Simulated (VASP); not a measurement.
# GaN (P6_3mc) in VASP: a series of runs

The runs below take GaN through relaxation of cell and atoms, with r2SCAN, PBE, LDA, PBEsol.

All numbers are computed with VASP 6.6.1; they aren't measurements. Logs are shortened: lines on timing, memory, paths and dates and some standing lists are left out, and cuts for length are marked.

## 1. Starting point

The structure is hexagonal, space group P6_3mc (No. 186). The conventional cell has a = 3.180 Å, b = 3.180 Å, c = 5.166 Å, α = 90.00°, β = 90.00°, γ = 120.00°. Around Ga (site symmetry 3m) lie 4 N at 1.94 to 1.95 Å. Around N (site symmetry 3m) lie 4 Ga at 1.94 to 1.95 Å.

## 2. Relaxation of cell and atoms, r2SCAN

Input file INCAR:

```
PREC     = Accurate       # precision mode
ENCUT    = 600            # plane-wave cutoff, eV
EDIFF    = 1E-6           # SCF threshold, eV
ISMEAR   = -1             # smearing method
SIGMA    = 0.05           # smearing width, eV
LREAL    = F              # projectors in reciprocal space
LASPH    = T              # aspherical terms in the spheres
NELM     = 80             # most SCF steps
ALGO     = Normal         # electronic algorithm
ISIF     = 3              # what is computed and relaxed
LWAVE    = F              # write WAVECAR
LCHARG   = F              # write CHGCAR
METAGGA  = R2SCAN         # meta-GGA
LMIXTAU  = T            
IBRION   = 2              # ionic algorithm
NSW      = 60             # ionic steps
EDIFFG   = -0.01          # ionic threshold
```

Input file KPOINTS:

```
regular mesh
0
Gamma
  12 12 7
```

Input file POSCAR:

```
GaN
1.0
    3.1800000000      0.0000000000      0.0000000000
   -1.5900000000      2.7539607840      0.0000000000
    0.0000000000      0.0000000000      5.1660000000
Ga N
2 2
Direct
    0.3333333333      0.6666666667      0.0000000000
    0.6666666667      0.3333333333      0.5000000000
    0.3333333333      0.6666666667      0.3750000000
    0.6666666667      0.3333333333      0.8750000000
```

Potentials or basis: VASP PAW PBE potentials, release 64 (Ga_d, N).

Command:

```bash
> cat potpaw_PBE.64/Ga_d/POTCAR potpaw_PBE.64/N/POTCAR > POTCAR
> mpirun -np 1 vasp_std > vasp.out
```

OUTCAR:

```text
PREC = Accurate
   ENCUT = 600
   EDIFF = 1E-6
   ISMEAR = -1
   LREAL = F
   LASPH = T
   NELM = 80
   ISIF = 3
   METAGGA = R2SCAN
   IBRION = 2
   NSW = 60
   EDIFFG = -0.01

 ion  position               nearest neighbor table
   1  0.333  0.667  0.000-   3 1.94   4 1.95   4 1.95   4 1.95
   2  0.667  0.333  0.500-   4 1.94   3 1.95   3 1.95   3 1.95
   3  0.333  0.667  0.375-   1 1.94   2 1.95   2 1.95   2 1.95
   4  0.667  0.333  0.875-   2 1.94   1 1.95   1 1.95   1 1.95

  LATTYP: Found a hexagonal cell.
 ALAT       =     3.1800000000
 C/A-ratio  =     1.6245283019

  Lattice vectors:

 A1 = (   3.1800000000,   0.0000000000,   0.0000000000)
 A2 = (  -1.5900000000,   2.7539607840,   0.0000000000)
 A3 = (   0.0000000000,   0.0000000000,   5.1660000000)

Analysis of symmetry for initial positions (statically):
=====================================================================
 Subroutine PRICEL returns:
 Original cell was already a primitive cell.

 Routine SETGRP: Setting up the symmetry group for a
 hexagonal supercell.

 Subroutine GETGRP returns: Found 12 space group operations
 (whereof  6 operations were pure point group operations)
 out of a pool of 24 trial point group operations.

The static configuration has the point symmetry C_3v.
 The point group associated with its full space group is C_6v.

Analysis of symmetry for dynamics (positions and initial velocities):
=====================================================================
 Subroutine PRICEL returns:
 Original cell was already a primitive cell.

 Routine SETGRP: Setting up the symmetry group for a
 hexagonal supercell.

 Subroutine GETGRP returns: Found 12 space group operations
 (whereof  6 operations were pure point group operations)
 out of a pool of 24 trial point group operations.

The dynamic configuration has the point symmetry C_3v.
 The point group associated with its full space group is C_6v.

 Subroutine INISYM returns: Found 12 space group operations
 (whereof  6 operations are pure point group operations),
 and found     1 'primitive' translations

----------------------------------------------------------------------------------------

                                     Primitive cell

  volume of cell :      45.2417

  direct lattice vectors                    reciprocal lattice vectors
     3.180000000  0.000000000  0.000000000     0.314465409  0.181556688  0.000000000
    -1.590000000  2.753960784  0.000000000     0.000000000  0.363113377  0.000000000
     0.000000000  0.000000000  5.166000000     0.000000000  0.000000000  0.193573364

  length of vectors
     3.180000000  3.180000000  5.166000000     0.363113377  0.363113377  0.193573364

  position of ions in fractional coordinates (direct lattice)
     0.333333333  0.666666667  0.000000000
     0.666666667  0.333333333  0.500000000
     0.333333333  0.666666667  0.375000000
     0.666666667  0.333333333  0.875000000

  ion indices of the primitive-cell ions
   primitive index   ion index
                 1           1
                 2           2
                 3           3
                 4           4

----------------------------------------------------------------------------------------

 KPOINTS: regular mesh

Automatic generation of k-mesh.
 Grid dimensions read from file:
 generate k-points for:   12   12    7

 Generating k-lattice:

  Cartesian coordinates                     Fractional coordinates (reciprocal lattice)
     0.026205451  0.015129724  0.000000000     0.083333333  0.000000000  0.000000000
     0.000000000  0.030259448  0.000000000     0.000000000  0.083333333  0.000000000
     0.000000000  0.000000000  0.027653338     0.000000000  0.000000000  0.142857143

  Length of vectors
     0.030259448  0.030259448  0.027653338

  Shift w.r.t. Gamma in fractional coordinates (k-lattice)
     0.000000000  0.000000000  0.000000000

 Subroutine IBZKPT returns following result:
 ===========================================

 Found     76 irreducible k-points:

 Following reciprocal coordinates:
[... 39 lines left out ...]
   NUPDOWN=      -1.0000    fix difference up-down
   EMIN   =  10.00;   EMAX   =-10.00  energy-range for DOS
   EFERMI =   0.00;   METHOD = LEGACY
   ISMEAR =    -1;   SIGMA  =   0.05  broadening in eV -4-tet -1-fermi 0-gaus
   EFERMI_NEDOS =   21; number of points for ismear=-14 and -15
   IALGO  =     38    algorithm
   IMIX   =      4    mixing-type and parameters
     AMIX     =   0.40;   BMIX     =  1.00
     AMIX_MAG =   1.60;   BMIX_MAG =  1.00
  volume/ion in A,a.u.               =      11.31        76.33
  Fermi-wavevector in a.u.,A,eV,Ry     =   1.517036  2.866782 31.312427  2.301398
  Thomas-Fermi vector in A             =   2.626345
   LORBIT       =      0    0 simple, 1 ext, 2 COOP (PROOUT), +10 PAW based schemes
   METAGGA = R2SCAN    functional components
   LHFCALC =     F    Hartree Fock is set to
   AEXX    =    0.0000 exact exchange contribution
   IVDW    =     0    specifies the selected vdW correction
   LEPSILON=     F    determine dielectric tensor
   LRPA    =     F    only Hartree local field effects (RPA)
 conjugate gradient relaxation of ions
 non-spin polarized calculation
  energy-cutoff  :      600.00
  volume of cell :       45.24
 maximum number of plane-waves:      1527
 NGX is ok and might be reduce to    28
   NGX = 13   NGY = 13   NGZ = 21

--------------------------------------- Ionic step        1  -------------------------------------------

 number of electron      35.9999995 magnetization

 Free energy of the ion-electron system (eV)
  ---------------------------------------------------
  ext. energy  EPLUGINS =         0.00000000
  ---------------------------------------------------
  free energy    TOTEN  =       -43.81805963 eV

  energy without entropy =      -43.81805963  energy(sigma->0) =      -43.81805963

------------------------ aborting loop because EDIFF is reached ----------------------------------------

  FORCE on cell =-STRESS in cart. coord.  units (eV):
  Direction    XX          YY          ZZ          XY          YZ          ZX
  --------------------------------------------------------------------------------------
  -------------------------------------------------------------------------------------
  Total        0.4239131      0.4239131      1.0378385      0.0000000      0.0000000     -0.0000000
  in kB       15.0123305     15.0123305     36.7537017      0.0000000      0.0000000     -0.0000000
  external PRESSURE =      22.2594542 kB  Pullay stress =       0.0000000 kB
[... 137 lines left out ...]
  energy  without entropy=      -43.8231453764  energy(sigma->0) =      -43.82314538

--------------------------------------- Ionic step        5  -------------------------------------------

 number of electron      35.9999997 magnetization

 Free energy of the ion-electron system (eV)
  ---------------------------------------------------
  ext. energy  EPLUGINS =         0.00000000
  ---------------------------------------------------
  free energy    TOTEN  =       -43.82319160 eV

  energy without entropy =      -43.82319160  energy(sigma->0) =      -43.82319160

 E-fermi :   6.0622     XC(G=0): -12.6306

 val. band max:        5.0423162986   @ k =   0.0000   0.0000   0.0000
 cond. band min:       7.3446462986   @ k =   0.0000   0.0000   0.0000
 fundamental gap:      2.3023300000
 Fermi energy:         6.0622059711

 k-point     1 :       0.0000    0.0000    0.0000
  band No.  band energies     occupation
      1     -11.7237      2.00000
      2     -10.7351      2.00000
      3      -8.7847      2.00000
      4      -8.7696      2.00000
      5      -8.7696      2.00000
      6      -8.7024      2.00000
[... 574 lines left out ...]
      6      -8.5532      2.00000
[... 14 lines left out ...]
     21      12.5487      0.00000
     22      13.9986      0.00000

 [... further k-points ...]

------------------------ aborting loop because EDIFF is reached ----------------------------------------

  FORCE on cell =-STRESS in cart. coord.  units (eV):
  Direction    XX          YY          ZZ          XY          YZ          ZX
  --------------------------------------------------------------------------------------
  -------------------------------------------------------------------------------------
  Total        0.0289365      0.0289365     -0.0232023      0.0000000     -0.0000000     -0.0000000
  in kB        1.0136223      1.0136223     -0.8127574      0.0000000     -0.0000000     -0.0000000
  external PRESSURE =       0.4048291 kB  Pullay stress =       0.0000000 kB
[... 19 lines left out ...]
  FREE ENERGIE OF THE ION-ELECTRON SYSTEM (eV)
  ---------------------------------------------------
  free  energy   TOTEN  =       -43.8231916034 eV

  energy  without entropy=      -43.8231916034  energy(sigma->0) =      -43.82319160

 reached required accuracy - stopping structural energy minimisation
```

It took 20 min on 1 thread of Intel Xeon Platinum 8488C (Sapphire Rapids), shared host; peak memory 0.25 GiB.

What came out:

```yaml
Free_energy: -43.8232 eV
Relaxed_volume: 11.43 Å³/atom
Relaxed_cell: a = 3.188 Å, b = 3.188 Å, c = 5.196 Å, α = 90.00°, β = 90.00°, γ = 120.00°
Space_group_after_relaxing_to_0.05_Å: P6_3mc (No. 186)
Energy_gained_by_relaxing: 1.3 meV/atom
Ionic_steps: 5
Pressure_after_relaxing: 0.0 GPa
Band_gap_on_the_k_mesh: 2.30 eV, direct
```

The path:
```
step  energy change (eV)  largest force (eV/Å)  pressure (GPa)  volume (Å³)
   1              0.0000                0.1448            2.23        45.24
   2              0.0002                0.0947           -2.20        46.28
   3             -0.0051                0.0195           -0.02        45.75
   4             -0.0051                0.0165           -0.08        45.76
   5             -0.0051                0.0007            0.04        45.74
```

Final structure:
```
CELL_PARAMETERS angstrom
3.18813 0.00000 0.00000
-1.59406 2.76100 0.00000
0.00000 0.00000 5.19612
ATOMIC_POSITIONS crystal
Ga 0.33333 0.66667 0.99916
Ga 0.66667 0.33333 0.49916
N 0.33333 0.66667 0.37584
N 0.66667 0.33333 0.87584
```

Caveat: the PAW data sets were made with another functional, which shifts forces and pressure a little. r2SCAN opens gaps a little over a GGA but as a rule still falls short of measured ones.

## 3. Relaxation of cell and atoms, PBE

Input file INCAR:

```
SYSTEM = GaN
PREC = Accurate
ENCUT = 600
EDIFF = 1E-6
ISMEAR = -1
SIGMA = 0.05
LREAL = .False.
LASPH = .True.
NELM = 80
ALGO = Normal
ISIF = 3
LWAVE = .False.
LCHARG = .False.
GGA = PE
IBRION = 2
NSW = 60
EDIFFG = -0.01
```

Input file KPOINTS:

```
Automatic mesh
0
Gamma
  12 12 7
  0 0 0
```

POSCAR is that of step 2.

Potentials or basis: VASP PAW PBE potentials, release 64 (Ga_d, N).

Command:

```bash
> cat potpaw_PBE.64/Ga_d/POTCAR potpaw_PBE.64/N/POTCAR > POTCAR
> mpirun -np 1 vasp_std > vasp.out
```

Run time: 2.3 min. Hardware: 1 thread of Intel Xeon 6975P-C (Granite Rapids), shared host; peak memory 0.23 GiB.

Results (log left out):

| Quantity | Value |
| --- | --- |
| Free energy | -24.3284 eV |
| Relaxed volume | 11.75 Å³/atom |
| Relaxed cell | a = 3.217 Å, b = 3.217 Å, c = 5.244 Å, α = 90.00°, β = 90.00°, γ = 120.00° |
| Space group after relaxing (to 0.05 Å) | P6_3mc (No. 186) |
| Energy gained by relaxing | 10.1 meV/atom |
| Ionic steps | 5 |
| Pressure after relaxing | 0.1 GPa |
| Largest force after relaxing | 0.007 eV/Å |
| Band gap on the k mesh | 1.72 eV, direct |

Forces on the atoms (eV/Å):
```
Ga   0.000  0.000 -0.007
Ga   0.000  0.000 -0.007
N    0.000  0.000  0.007
N    0.000  0.000  0.007
```

The path:
| step | energy change (eV) | largest force (eV/Å) | pressure (GPa) | volume (Å³) |
| --- | --- | --- | --- | --- |
| 1 | 0.0000 | 0.1347 | 7.17 | 45.24 |
| 2 | -0.0119 | 0.0620 | -5.26 | 48.64 |
| 3 | -0.0403 | 0.0105 | -0.03 | 47.03 |
| 4 | -0.0402 | 0.0127 | 0.13 | 47.00 |
| 5 | -0.0403 | 0.0073 | 0.09 | 47.00 |

Final structure:
```
Ga N
1.0
     3.21716    0.00000    0.00000
    -1.60858    2.78615    0.00000
     0.00000    0.00000    5.24351
Ga N
2 2
Direct
  0.33333 0.66667 0.99924
  0.66667 0.33333 0.49924
  0.33333 0.66667 0.37576
  0.66667 0.33333 0.87576
```

Levels at points of the mesh, in eV from the valence-band top:
```tsv
k point	band 15	band 16	band 17	band 18	band 19	band 20	band 21	band 22
(0.00, 0.00, 0.00)	-1.00	-0.04	0.00	0.00	1.72	4.07	9.02	9.73
(0.50, 0.00, 0.00)	-4.07	-2.64	-2.12	-0.96	4.99	5.38	5.97	8.35
```

A hybrid or GW would open this gap; PBE tends to underestimate it. Zero-point motion and thermal expansion aren't in these numbers.

## 4. Relaxation of cell and atoms, LDA

Input file INCAR:

```
SYSTEM = GaN
  ALGO = Fast
  EDIFF = 1E-6
  EDIFFG = -0.01
  ENCUT = 600
  IBRION = 2
  ISIF = 3
  ISMEAR = -1
  LASPH = .TRUE.
  LCHARG = .FALSE.
  LREAL = .FALSE.
  LWAVE = .FALSE.
  NELM = 80
  NSW = 60
  PREC = Accurate
  SIGMA = 0.05
```

Input file KPOINTS:

```
k-points
0
G
  12 12 7
  0 0 0
```

POSCAR is that of step 3.

Potentials or basis: VASP PAW LDA potentials, release 64 (Ga_d, N).

Command:

```bash
> cat potpaw_LDA.64/Ga_d/POTCAR potpaw_LDA.64/N/POTCAR > POTCAR
> mpirun -np 1 vasp_std > vasp.out
```

Run time: 3 min. Hardware: 1 thread of Intel Xeon 6975P-C (Granite Rapids), shared host; peak memory 0.22 GiB.

It converged, with:

```yaml
Free_energy: -27.9124 eV
Relaxed_volume: 11.11 Å³/atom
Relaxed_cell: a = 3.157 Å, b = 3.157 Å, c = 5.148 Å, α = 90.00°, β = 90.00°, γ = 120.00°
Space_group_after_relaxing_to_0.05_Å: P6_3mc (No. 186)
Energy_gained_by_relaxing: 2.7 meV/atom
Ionic_steps: 6
Pressure_after_relaxing: -0.1 GPa
Largest_force_after_relaxing: 0.009 eV/Å
Band_gap_on_the_k_mesh: 2.11 eV, direct
```

Forces on the atoms (eV/Å):
```
Ga   0.000  0.000 -0.009
Ga   0.000  0.000 -0.009
N    0.000  0.000  0.009
N    0.000  0.000  0.009
```

Step by step:
| step | energy change (eV) | largest force (eV/Å) | pressure (GPa) | volume (Å³) |
| --- | --- | --- | --- | --- |
| 1 | 0.0000 | 0.1280 | -3.61 | 45.24 |
| 2 | 0.0006 | 0.1174 | 4.01 | 43.59 |
| 3 | -0.0108 | 0.0145 | -0.01 | 44.42 |
| 4 | -0.0108 | 0.0085 | 0.26 | 44.40 |
| 5 | -0.0108 | 0.0012 | -0.32 | 44.51 |
| 6 | -0.0109 | 0.0095 | -0.06 | 44.43 |

Final structure:
```cif
data_structure
_symmetry_space_group_name_H-M 'P 1'
_symmetry_Int_Tables_number 1
_cell_length_a 3.1568
_cell_length_b 3.1568
_cell_length_c 5.1479
_cell_angle_alpha 90.000
_cell_angle_beta 90.000
_cell_angle_gamma 120.000
_cell_volume 44.43
loop_
_atom_site_label
_atom_site_type_symbol
_atom_site_fract_x
_atom_site_fract_y
_atom_site_fract_z
_atom_site_occupancy
Ga1 Ga 0.33333 0.66667 0.99938 1
Ga2 Ga 0.66667 0.33333 0.49938 1
N1 N 0.33333 0.66667 0.37562 1
N2 N 0.66667 0.33333 0.87562 1
```

Levels at points of the mesh, in eV from the valence-band top:
| k point | band 15 | band 16 | band 17 | band 18 | band 19 | band 20 | band 21 | band 22 |
| --- | --- | --- | --- | --- | --- | --- | --- | --- |
| (0.00, 0.00, 0.00) | -1.08 | -0.06 | 0.00 | 0.00 | 2.11 | 4.35 | 9.18 | 9.88 |
| (0.50, 0.00, 0.00) | -4.39 | -2.87 | -2.33 | -1.04 | 4.99 | 5.64 | 5.98 | 8.68 |

LDA gaps usually lie below the measured ones, often by a third to a half. Zero-point motion and thermal expansion aren't in these numbers.

## 5. Relaxation of cell and atoms, PBEsol

Input file INCAR:

```
SYSTEM = GaN
PREC = Accurate ; ENCUT = 600
EDIFF = 1E-6 ; ISMEAR = -1
SIGMA = 0.05 ; LREAL = .FALSE.
LASPH = .TRUE. ; NELM = 80
ALGO = Fast ; ISIF = 3
LWAVE = .FALSE. ; LCHARG = .FALSE.
GGA = PS ; IBRION = 2
NSW = 40 ; EDIFFG = -0.01
```

Input file KPOINTS:

```
Automatic mesh
0
G
  12 12 7
  0 0 0
```

POSCAR is that of step 4.

Potentials or basis: VASP PAW PBE potentials, release 64 (Ga_d, N).

Command:

```bash
> cat potpaw_PBE.64/Ga_d/POTCAR potpaw_PBE.64/N/POTCAR > POTCAR
> mpirun -np 1 vasp_std > vasp.out
```

Run time: 10 min. Hardware: 1 thread of Intel Xeon Platinum 8175M at 2.50GHz (Skylake/Cascade Lake), shared host; peak memory 0.24 GiB.

It converged, with:

```yaml
Free_energy: -26.2719 eV
Relaxed_volume: 11.35 Å³/atom
Relaxed_cell: a = 3.180 Å, b = 3.180 Å, c = 5.185 Å, α = 90.00°, β = 90.00°, γ = 120.00°
Space_group_after_relaxing_to_0.05_Å: P6_3mc (No. 186)
Energy_gained_by_relaxing: 0.5 meV/atom
Ionic_steps: 6
Pressure_after_relaxing: 0.0 GPa
Largest_force_after_relaxing: 0.009 eV/Å
Band_gap_on_the_k_mesh: 1.90 eV, direct
```

Forces in eV/Å, atoms in the order of the input:
```
Ga   0.000  0.000 -0.009
Ga   0.000  0.000 -0.009
N    0.000  0.000  0.009
N    0.000  0.000  0.009
```

Stress tensor (GPa, compression positive):
```
 0.01  0.00  0.00
 0.00  0.01  0.00
 0.00  0.00 -0.07
```

Step by step:
| step | energy change (eV) | largest force (eV/Å) | pressure (GPa) | volume (Å³) |
| --- | --- | --- | --- | --- |
| 1 | 0.0000 | 0.1313 | 0.49 | 45.24 |
| 2 | -0.0007 | 0.0909 | -0.20 | 45.47 |
| 3 | -0.0019 | 0.0062 | 0.00 | 45.37 |
| 4 | -0.0019 | 0.0080 | 0.20 | 45.37 |
| 5 | -0.0019 | 0.0047 | -0.27 | 45.45 |
| 6 | -0.0020 | 0.0087 | -0.02 | 45.41 |

Final structure:
```xyz
4
Lattice="3.1801 0.0000 0.0000 -1.5900 2.7540 0.0000 0.0000 0.0000 5.1846" Properties=species:S:1:pos:R:3 pbc="T T T"
Ga    0.0000    1.8360    5.1810
Ga    1.5900    0.9180    2.5887
N     0.0000    1.8360    1.9478
N     1.5900    0.9180    4.5401
```

Levels at points of the mesh, in eV from the valence-band top:
```
           k point  band 16  band 17  band 18  band 19  band 20  band 21
(0.00, 0.00, 0.00)    -0.05     0.00     0.00     1.90     4.23     9.12
(0.50, 0.00, 0.00)    -2.79    -2.27    -1.02     4.95     5.52     5.95
```

Caveat: the PAW data sets were made with another functional, which shifts forces and pressure a little. Zero-point motion and thermal expansion aren't in these numbers.

## 6. Summary

```csv
level,potentials or basis,gap on the mesh (eV),pressure (GPa),relaxed volume (Å³/atom),largest force (eV/Å)
r2SCAN,"VASP PAW PBE potentials, release 64 (Ga_d, N)",2.30,0.0,11.43,-
PBE,"VASP PAW PBE potentials, release 64 (Ga_d, N)",1.72,0.1,11.75,0.01
LDA,"VASP PAW LDA potentials, release 64 (Ga_d, N)",2.11,-0.1,11.11,0.01
PBEsol,"VASP PAW PBE potentials, release 64 (Ga_d, N)",1.90,0.0,11.35,0.01
```

Alike in all rows: task relaxation of cell and atoms; no spin polarisation; cell relaxed; k mesh 12 × 12 × 7; cutoff (eV) 600; smearing fermi-dirac 0.05 eV.

Caveats: the PAW data sets were made with another functional, which shifts forces and pressure a little (some runs).

Total energies depend on the potentials used, so only differences within one code and one set of settings carry meaning.
